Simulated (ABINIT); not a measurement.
TePb, 2 atoms in the cell. The structure is cubic, space group Fm-3m (No. 225). The conventional cell has a = 6.462 Å, b = 6.462 Å, c = 6.462 Å, α = 90.00°, β = 90.00°, γ = 90.00°. Around Pb (site symmetry m-3m) lie 6 Te at 3.23 Å. Te (site symmetry m-3m) has 6 Pb at 3.23 Å as nearest neighbours. 

```yaml
Program: ABINIT 10.8.3 (patched build)
Task: band structure
Functional: PBE
Potentials_or_basis: JTH PAW PBE v2.0 sp
Cutoff: 408 eV
k_mesh: 7 × 7 × 7
Occupations: fermi-dirac, width 0.05 eV
Spin: no spin polarisation
Fine-grid_cutoff: 816.342 eV
Exchange_and_correlation_inside_the_PAW_spheres: full angular mesh (pawxcdev 0, this build's default; the released program takes 1)
```

Potentials or basis: JTH PAW PBE v2.0 sp.

Launch:

```bash
$ abinit run.abi > log 2>&1
```

Hardware: 1 thread of Arm Neoverse V2, on a shared host.

Q: Estimate the wall time of this run.

A: It took 36 s on 1 thread of Arm Neoverse V2, on a shared host, peak memory 0.13 GiB. Counts: scf iterations 10, k points 20, bands 9, plane waves 1279.
